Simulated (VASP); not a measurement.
**PbI₂ (strained measured structure): a PBE single-point calculation in VASP**

INCAR

```
NSW = 0
ENCUT = 520
EDIFF = 1E-7
ISMEAR = -1
PREC = Accurate
NBANDS = 21
LELF = .TRUE.
GGA = PE
LREAL = .FALSE.
LCHARG = .TRUE.
IBRION = -1
LWAVE = .FALSE.
SIGMA = 0.02
ISIF = 2
LASPH = .TRUE.
NELM = 120
```

KPOINTS

```
KPOINTS created by Atomic Simulation Environment
0
Gamma
6 6 4
0 0 0
```

KPOINTS_OPT

```
special points
6
Reciprocal
0.0000000000 0.0000000000 0.0000000000 1
0.5000000000 0.0000000000 0.0000000000 1
0.3333333333 0.3333333333 0.0000000000 1
0.0000000000 0.0000000000 0.5000000000 1
0.5000000000 0.0000000000 0.5000000000 1
0.3333333333 0.3333333333 0.5000000000 1
```

POSCAR

```
Pb I
 1.0000000000000000
     4.4661932243267133    0.0000000000288675    0.0000000000000000
    -2.2330966121883566    3.8678367904624325    0.0000000000000000
     0.0000000000000000    0.0000000000000000    6.8875865178000000
 Pb  I
   1   2
Cartesian
  0.0000000000000000  0.0000000000000000  0.0000000000000000
 -0.0000000000166664  2.5785578603179107  1.9050672524090233
  2.2330966121550238  1.2892789301733891  4.9825192653909784
```

VASP ran with the recommended PBE PAW datasets (28 valence electrons in the cell).

Command

```
mpirun -np 1 vasp_std
```

OSZICAR

```
N       E                     dE             d eps       ncg     rms          rms(c)
DAV:   1     0.228429477167E+03    0.22843E+03   -0.11810E+04  1008   0.118E+03
DAV:   2     0.125924116780E+02   -0.21584E+03   -0.20735E+03  1073   0.293E+02
DAV:   3    -0.789761521365E+01   -0.20490E+02   -0.20264E+02  1314   0.994E+01
DAV:   4    -0.862590247493E+01   -0.72829E+00   -0.72758E+00  1364   0.216E+01
DAV:   5    -0.864245001031E+01   -0.16548E-01   -0.16547E-01  1368   0.282E+00    0.391E+00
DAV:   6    -0.848420244646E+01    0.15825E+00   -0.39443E-01  1366   0.406E+00    0.262E+00
DAV:   7    -0.848253033706E+01    0.16721E-02   -0.15735E-01  1376   0.186E+00    0.110E+00
DAV:   8    -0.848425451791E+01   -0.17242E-02   -0.20431E-02  1153   0.122E+00    0.222E-01
DAV:   9    -0.848438920441E+01   -0.13469E-03   -0.22539E-03  1193   0.356E-01    0.106E-01
DAV:  10    -0.848451405283E+01   -0.12485E-03   -0.33630E-04  1168   0.136E-01    0.288E-02
DAV:  11    -0.848452769251E+01   -0.13640E-04   -0.36180E-05  1294   0.340E-02    0.145E-02
DAV:  12    -0.848452941682E+01   -0.17243E-05   -0.80364E-06  1153   0.161E-02    0.208E-03
DAV:  13    -0.848452951142E+01   -0.94604E-07   -0.55009E-07  1284   0.401E-03
   1 F= -.84845295E+01 E0= -.84845295E+01  d E =-.143541E-10
       N       E                     dE             ncg
DAV:   1     0.153305160089E+04   -0.30465E+04      252
DAV:   2     0.193351936264E+03   -0.13397E+04      270
DAV:   3     0.512926938781E+02   -0.14206E+03      326
DAV:   4     0.459149382866E+02   -0.53778E+01      324
DAV:   5     0.457492095899E+02   -0.16573E+00      350
DAV:   6     0.457447980947E+02   -0.44115E-02      327
DAV:   7     0.457446141846E+02   -0.18391E-03      353
DAV:   8     0.457446129510E+02   -0.12336E-05      319
DAV:   9     0.457446129213E+02   -0.29709E-07      230
```

From OUTCAR

```
k-points           NKPTS =     24   k-points in BZ     NKDIM =     24   number of bands    NBANDS=     21

   NELECT =      28.0000    total number of electrons

   dimension x,y,z NGX =    36 NGY =   36 NGZ =   54
   dimension x,y,z NGXF=    72 NGYF=   72 NGZF=  108

  energy-cutoff  :      520.00
  volume of cell :      118.98
      direct lattice vectors                 reciprocal lattice vectors
     4.466193224  0.000000000  0.000000000     0.223904330  0.129271225  0.000000000
    -2.233096612  3.867836790  0.000000000    -0.000000000  0.258542450  0.000000000
     0.000000000  0.000000000  6.887586518     0.000000000  0.000000000  0.145188739

 k-points in reciprocal lattice and weights: KPOINTS created by Atomic Simulation Env
   0.00000000  0.00000000  0.00000000       0.007
   0.16666667 -0.00000000  0.00000000       0.042
   0.33333333 -0.00000000  0.00000000       0.042
   0.50000000 -0.00000000  0.00000000       0.021
   0.16666667  0.16666667  0.00000000       0.042
   0.33333333  0.16666667  0.00000000       0.083
   0.33333333  0.33333333  0.00000000       0.014
   0.00000000  0.00000000  0.25000000       0.014
   ...

 E-fermi :   3.8022

 k-point     1 :       0.0000    0.0000    0.0000
  band No.  band energies     occupation
      1     -12.9420      2.00000
      2     -12.9420      2.00000
      3     -12.9209      2.00000
      4     -12.9151      2.00000
      5     -12.9151      2.00000
      6      -9.1802      2.00000
      7      -8.3454      2.00000
      8      -3.8698      2.00000
      9       1.9927      2.00000
     10       2.2461      2.00000
     11       2.2461      2.00000
     12       2.2620      2.00000
     13       2.2620      2.00000
     14       2.4099      2.00000
     15       5.8371      0.00000
     16       6.6534      0.00000
     17       6.6534      0.00000
     18       9.8714      0.00000
     19      10.4525      0.00000
     20      10.9206      0.00000
     21      11.2166      0.00000

 k-point     2 :       0.1667   -0.0000    0.0000
  band No.  band energies     occupation
      1     -12.9520      2.00000
      2     -12.9371      2.00000
      3     -12.9196      2.00000
      4     -12.9162      2.00000
      5     -12.9143      2.00000
      6      -9.0445      2.00000
      7      -8.2836      2.00000
      8      -3.9074      2.00000
      9       0.8656      2.00000
     10       1.4857      2.00000
     11       1.7402      2.00000
     12       2.5001      2.00000
     13       2.5759      2.00000
     14       3.0257      2.00000
     15       6.0995      0.00000
     16       6.4951      0.00000
     17       6.7632      0.00000
     18       9.4911      0.00000
     19      10.2093      0.00000
     20      10.8746      0.00000
     21      11.2375      0.00000

 k-point     3 :       0.3333   -0.0000    0.0000
  band No.  band energies     occupation
      1     -12.9748      2.00000
      2     -12.9312      2.00000
      3     -12.9251      2.00000
      4     -12.9086      2.00000
      5     -12.9075      2.00000
      6      -8.7086      2.00000
      7      -8.1901      2.00000
      8      -4.0871      2.00000
      9       0.2263      2.00000
     10       0.6988      2.00000
     11       1.2633      2.00000
     12       1.9982      2.00000
     13       2.4897      2.00000
     14       2.9496      2.00000
     15       6.0541      0.00000
     16       6.8102      0.00000
     17       7.3674      0.00000
     18       8.4467      0.00000
     19      10.7524      0.00000
     20      11.7508      0.00000
     21      12.1318      0.00000

 k-point     4 :       0.5000   -0.0000    0.0000
  band No.  band energies     occupation
      1     -12.9867      2.00000
      2     -12.9303      2.00000
      3     -12.9274      2.00000
      4     -12.9038      2.00000
      5     -12.9030      2.00000
      6      -8.4586      2.00000
      7      -8.2039      2.00000
      8      -4.2404      2.00000
      9       0.1597      2.00000
     10       0.5338      2.00000
     11       1.0776      2.00000
     12       1.3187      2.00000
     13       2.4519      2.00000
     14       2.9084      2.00000
     15       6.0042      0.00000
     16       6.7742      0.00000
     17       7.8663      0.00000
     18       8.0584      0.00000
     19      11.5071      0.00000
     20      12.6069      0.00000
     21      12.9735      0.00000

 k-point     5 :       0.1667    0.1667    0.0000
  band No.  band energies     occupation
      1     -12.9648      2.00000
      2     -12.9365      2.00000
      3     -12.9211      2.00000
      4     -12.9154      2.00000
      5     -12.9076      2.00000
      6      -8.8057      2.00000
      7      -8.2049      2.00000
      8      -4.0265      2.00000
      9       0.4306      2.00000
     10       0.6600      2.00000
     11       1.8236      2.00000
     12       1.8244      2.00000
     13       2.4464      2.00000
     14       2.9103      2.00000
     15       6.4630      0.00000
     16       6.8620      0.00000
     17       6.9939      0.00000
     18       9.2700      0.00000
     19       9.4457      0.00000
     20      11.4134      0.00000
     21      12.0167      0.00000

 k-point     6 :       0.3333    0.1667    0.0000
  band No.  band energies     occupation
      1     -12.9766      2.00000
      2     -12.9396      2.00000
      3     -12.9227      2.00000
      4     -12.9095      2.00000
      5     -12.9032      2.00000
      6      -8.4768      2.00000
      7      -8.1835      2.00000
      8      -4.2399      2.00000
      9       0.2929      2.00000
     10       0.5695      2.00000
     11       1.0082      2.00000
     12       1.5778      2.00000
     13       1.8988      2.00000
     14       2.6495      2.00000
     15       6.7638      0.00000
     16       7.0899      0.00000
     17       7.6880      0.00000
     18       8.7087      0.00000
     19      10.4702      0.00000
     20      11.7869      0.00000
     21      12.8256      0.00000

 k-point     7 :       0.3333    0.3333    0.0000
  band No.  band energies     occupation
      1     -12.9604      2.00000
      2     -12.9604      2.00000
      3     -12.9142      2.00000
      4     -12.9142      2.00000
      5     -12.9047      2.00000
      6      -8.2659      2.00000
      7      -8.2659      2.00000
      8      -4.3353      2.00000
      9       0.6550      2.00000
     10       0.6550      2.00000
     11       0.7903      2.00000
     12       1.3186      2.00000
     13       1.3186      2.00000
     14       2.2875      2.00000
     15       7.4413      0.00000
     16       7.4413      0.00000
     17       7.8951      0.00000
     18       9.7281      0.00000
     19      10.5260      0.00000
     20      10.5260      0.00000
     21      12.4798      0.00000

 k-point     8 :       0.0000    0.0000    0.2500
  band No.  band energies     occupation
      1     -12.9420      2.00000
      2     -12.9420      2.00000
      3     -12.9208      2.00000
      4     -12.9151      2.00000
      5     -12.9151      2.00000
      6      -9.0906      2.00000
      7      -8.4812      2.00000
      8      -3.7284      2.00000
      9       1.3442      2.00000
     10       2.1028      2.00000
     11       2.1028      2.00000
     12       2.4332      2.00000
     13       2.4332      2.00000
     14       3.0403      2.00000
     15       5.6840      0.00000
     16       6.5337      0.00000
     17       6.5337      0.00000
     18       9.6215      0.00000
     19      10.5653      0.00000
     20      10.7615      0.00000
     21      10.7615      0.00000

 k-point     9 :       0.1667   -0.0000    0.2500
  band No.  band energies     occupation
      1     -12.9521      2.00000
      2     -12.9371      2.00000
      3     -12.9196      2.00000
      4     -12.9162      2.00000
      5     -12.9143      2.00000
      6      -8.9602      2.00000
      7      -8.4050      2.00000
      8      -3.8093      2.00000
      9       0.8440      2.00000
     10       1.3822      2.00000
     11       1.7250      2.00000
     12       2.4114      2.00000
     13       2.5387      2.00000
     14       3.2306      2.00000
     15       5.9502      0.00000
     16       6.6219      0.00000
     17       6.7273      0.00000
     18       9.1627      0.00000
     19      10.4200      0.00000
     20      10.9790      0.00000
     21      11.4888      0.00000

 ...

  Total        1.8923530      1.8923530      1.7729706      0.0000000     -0.0000000     -0.0000000
  in kB       25.4823813     25.4823813     23.8747813      0.0000000     -0.0000000     -0.0000000
  external PRESSURE =      24.9465146 kB  Pullay stress =       0.0000000 kB

 POSITION                                       TOTAL-FORCE (eV/Angst)
 -----------------------------------------------------------------------------------
      0.00000      0.00000      0.00000         0.000000     -0.000000      0.000000
     -0.00000      2.57856      1.90507        -0.000000     -0.000000      0.067439
      2.23310      1.28928      4.98252         0.000000      0.000000     -0.067439
 -----------------------------------------------------------------------------------
    total drift:                                0.000000      0.000000     -0.000000

  FREE ENERGIE OF THE ION-ELECTRON SYSTEM (eV)
  ---------------------------------------------------
  free  energy   TOTEN  =        -8.4845295114 eV

  energy  without entropy=       -8.4845295114  energy(sigma->0) =       -8.48452951
```

- gap between bands v and c: 2.11 eV
- least direct gap: 2.11 eV
- pressure: 2.5 GPa
- largest force: 0.07 eV/Å

Band v is the last that the valence electrons fill when counted band by band, and c is the next.

The run took about 66 s on one core of a shared host (Intel Xeon Platinum 8488C) and held 0.29 GiB at most.
